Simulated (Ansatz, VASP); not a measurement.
## InP: VASP beside Ansatz

```xyz
2
Lattice="0.0000 2.8947 3.0162 2.8947 0.0000 3.0162 2.8947 2.8947 0.0000" Properties=species:S:1:pos:R:3 pbc="T T T"
In    0.0000    0.0000    0.0000
P     1.4474    1.4474    1.5081
```

Change from the starting cell: epitaxial_xy strain -2.0%.

Alike in both runs: task single point; functional r2SCAN; k mesh 8 × 8 × 8; no spin polarisation.

|  | VASP | Ansatz |
| --- | --- | --- |
| version | VASP 6.6.1 | Ansatz 0.2.0 |
| potentials or method | VASP PAW PBE potentials, release 64 (In_d, P) | plane waves, PAW |
| plane-wave cutoff (eV) | 520 | 500 |
| occupations | gaussian, width 0.01 eV | fixed |
| valence electrons in the cell | 18 | 18 |

Ansatz gave:

| Property | Result |
| --- | --- |
| gap on the k mesh at the Fermi level (eV) | 1.06 |
| pressure (GPa) | 1.3 |
| largest component of the traceless stress (GPa) | 1.31 |

Q: What did VASP give for the same quantities?

A: gap on the k mesh at the Fermi level (eV): 1.06; pressure (GPa): 1.2; largest component of the traceless stress (GPa): 1.32.

Caveats: the PAW data sets were made with another functional, which shifts forces and pressure a little (VASP); spin-orbit coupling is left out, which moves the levels of the heavy elements.
